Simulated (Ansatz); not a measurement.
Take a crystal in which Ba has been replaced by Mg on all its sites, with the cell rescaled by a rough guess (in some cases also distorted within its space group) and nothing relaxed:

```
Mg
1.0
    -2.04833    2.04833    2.04833
     2.04833   -2.04833    2.04833
     2.04833    2.04833   -2.04833
Mg
1
Direct
  0.00000 0.00000 0.00000
```

Method: Ansatz 0.2.0, DFT PBE, scalar-relativistic, plane waves, PAW.

Settings: cutoff 420 eV, Γ-centred mesh 14×14×14 on the computed 1-atom cell, Gaussian smearing of 0.10 eV; no spin polarisation.

Q: What pressure does the cell carry?

A: The pressure is -5.9 GPa (positive in compression), so the cell would contract.

Q: Is it a metal on this mesh?

A: Yes, a band crosses the Fermi level.

This bcc form isn't the element's structure at ambient conditions.